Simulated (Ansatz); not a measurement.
# Cl: the cost of one run

Program: Ansatz 0.2.0. Level of theory: DFT PBE, scalar-relativistic. These are calculated values, not measurements.

### Step 1. The structure to begin with

It takes space group Cmce (No. 64, orthorhombic). The conventional cell has a = 6.240 Å, b = 4.480 Å, c = 8.260 Å, α = 90.00°, β = 90.00°, γ = 90.00°. Cl (site symmetry m) has 1 Cl at 2.02 Å as nearest neighbours.

As a file:

```
Cl
1.0
     3.12000   -2.24000    0.00000
     3.12000    2.24000    0.00000
     0.00000    0.00000    8.26000
Cl
4
Direct
  0.13000 0.87000 0.10000
  0.63000 0.37000 0.40000
  0.87000 0.13000 0.90000
  0.37000 0.63000 0.60000
```

The cell is a measured one (Crystallography Open Database entry 9008593); the temperature and pressure of the measurement aren't taken into account, and nothing was relaxed.

Atoms are numbered in the order of the input: Cl1, Cl2, Cl3, Cl4.

### Step 2. All-electron LAPW

input.yaml reads:

```yaml
crystal:
  lattice:
    - [3.12, -2.24, 0.0]
    - [3.12, 2.24, 0.0]
    - [0.0, 0.0, 8.26]
  atoms:
    - { symbol: Cl, position: [0.13, 0.87, 0.1] }
    - { symbol: Cl, position: [0.63, 0.37, 0.4] }
    - { symbol: Cl, position: [0.87, 0.13, 0.9] }
    - { symbol: Cl, position: [0.37, 0.63, 0.6] }
kpoints:
  mp_grid: { grid: [7, 7, 4] }
  band_path:
    path:
      - [0.0, 0.0, 0.0]
      - [0.5, 0.5, 0.0]
      - [0.3788625904, 0.6211374096, 0.0]
      - [-0.3788625904, 0.3788625904, 0.0]
      - [0.0, 0.0, 0.0]
      - [0.0, 0.0, 0.5]
      - [-0.3788625904, 0.3788625904, 0.5]
      - [0.3788625904, 0.6211374096, 0.5]
      - [0.5, 0.5, 0.5]
    npoints: 14
scf:
  occupations: { method: fermi_dirac, width: 0.02 }
hamiltonian:
  xc: pbe
  pseudopotentials: { kind: all_electron, lapw: { basis_error: 0.0005 } }
output:
  forces: true
  stress: true
  eigenvalues: true
  fatbands: true
  populations: true
  dos: { projected: true, de: 0.2, e_range: [-14, 8] }
```

Started as:

```
$ ansatz run input.yaml --threads 1 --pin off --max-ram 4096MiB --backend cpu --events-out ev --progress --plain --runs-dir out
```

**Question.** How long does this run take on 1 thread of Arm Neoverse V2, shared host, and how much memory does it need?

About 2.1 min, with a peak of 0.49 GiB.
